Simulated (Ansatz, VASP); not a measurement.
# B in VASP and in Ansatz

Contents of INCAR:

```
SYSTEM = B
PREC = Accurate
ENCUT = 520
EDIFF = 1E-7
ISMEAR = 0
SIGMA = 0.15
LREAL = .FALSE.
LASPH = .TRUE.
NELM = 100
ALGO = Normal
ISIF = 2
LWAVE = .FALSE.
LCHARG = .FALSE.
NBANDS = 8
```

File KPOINTS:

```
Automatic mesh
0
G
  36 36 14
  0 0 0
```

Contents of POSCAR:

```
B
1.0
    1.7024335758      0.0000000000      0.0000000000
   -0.8512167879      1.4743507249      0.0000000000
    0.0000000000      0.0000000000      3.6354228500
B
1
Direct
    0.0000000000      0.0000000000      0.0000000000
```

Input for Ansatz:

```yaml
crystal:
  lattice:
    - [1.7024335758, 0.0, 0.0]
    - [-0.8512167879, 1.4743507249, 0.0]
    - [0.0, 0.0, 3.63542285]
  atoms:
    - { symbol: B, position: [0.0, 0.0, 0.0] }
basis:
  ecutwfc: 420
kpoints:
  mp_grid: { grid: [36, 36, 14] }
hamiltonian:
  xc: lda
scf:
  occupations: { method: gaussian, width: 0.15 }
output:
  forces: true
  stress: true
  eigenvalues: true
```

This isn't the form of B at room conditions, which is rhombohedral.

Alike in both runs: task single point; functional LDA; k mesh 36 × 36 × 14; occupations gaussian, width 0.15 eV; no spin polarisation.

|  | VASP | Ansatz |
| --- | --- | --- |
| version | VASP 6.6.1 | Ansatz 0.2.0 |
| potentials or method | VASP PAW LDA potentials, release 64 (B) | scalar-relativistic, plane waves, PAW |
| plane-wave cutoff (eV) | 520 | 420 |
| valence electrons in the cell | 3 | 3 |

|  | VASP | Ansatz | Ansatz less VASP |
| --- | --- | --- | --- |
| gap on the k mesh at the Fermi level (eV) | none | none | - |
| pressure (GPa) | -2.8 | -2.9 | -0.08 |
| largest component of the traceless stress (GPa) | 1.24 | 1.43 | +0.194 |

A gap of «none» marks a metal or a gap that the smearing closes.
